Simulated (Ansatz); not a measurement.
TiC:

```xyz
2
Lattice="0.0000 2.1657 2.1657 2.1657 0.0000 2.1657 2.1657 2.1657 0.0000" Properties=species:S:1:pos:R:3 pbc="T T T"
Ti    0.0000    0.0000    0.0000
C     2.1657    2.1657    2.1657
```

The cell is a database's computed one.

- Program: Ansatz 0.2.0
- Task: relaxation of cell and atoms
- Functional: PBEsol
- Dispersion: D4
- Potentials or basis: all-electron LAPW, scalar-relativistic
- Basis error allowed: 0.001 eV/atom
- k mesh: 11 × 11 × 11
- Occupations: fermi-dirac, width 0.05 eV
- Spin: no spin polarisation

At the start: volume 10.16 Å³/atom.

Problem. Where does the relaxation end?

Solution. Over 5 steps the energy falls by 11.3 meV/atom and the volume is 9.79 Å³/atom (-3.7 %); space group Fm-3m (No. 225, to 0.05 Å).

Step by step:
```csv
step,energy change (eV),largest force (eV/Å),volume (Å³)
1,0.0000,0.0000,20.32
2,-0.0223,0.0000,19.65
3,-0.0225,0.0000,19.57
4,-0.0225,0.0000,19.57
5,-0.0225,0.0000,19.57
```

Final structure:
```yaml
crystal:
  lattice:
    - [0.00000, 2.13902, 2.13902]
    - [2.13902, 0.00000, 2.13902]
    - [2.13902, 2.13902, 0.00000]
  atoms:
    - { symbol: Ti, position: [0.00000, 0.00000, 0.00000] }
    - { symbol: C, position: [0.50000, 0.50000, 0.50000] }
```
